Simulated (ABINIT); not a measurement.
A run of ABINIT 10.8.3 (patched build):

run.abi

```
# Pseudopotentials
pp_dirpath "./"
pseudos "Hg.upf, Te.upf"

# Structure
acell 8.6563390704 8.6563390704 8.6563390704
rprim
    -0.6648717787     0.6648717787     0.3404277249
     0.6648717787    -0.6648717787     0.3404277249
     0.6648717787     0.6648717787    -0.3404277249
ntypat 2
znucl 80 52
natom 2
typat 1 2
xcart
     0.0000000000     3.0456030000     0.7797050000
     0.0000000000     0.0000000000     0.0000000000 Angstrom

# Plane-wave basis
ecut 35.0

# k points
kptopt 1
ngkpt 8 8 8
nshiftk 1
shiftk 0.0 0.0 0.0

# Exchange and correlation
ixc 7

# Bands and occupations
nband 22
occopt 3
tsmear 0.00183747

# SCF cycle
nstep 100
tolvrs 1.0e-10

# Output
iomode 3
prtwf 0
prtden 0
prteig 0
prtebands 0
enunit 2
```

Potentials or basis: PseudoDojo NC SR LDA v0.4.1 standard.

Command:

```bash
$ abinit run.abi > log 2>&1
```

Hardware: 1 thread of Arm Neoverse V1 (shared host).

Estimate the wall time of this run.

Wall time 3.3 min on 1 thread of Arm Neoverse V1, on a shared host, peak memory 0.15 GiB. Counts: scf iterations 10, mpi ranks 1, k points 59, bands 22, plane waves 3896.
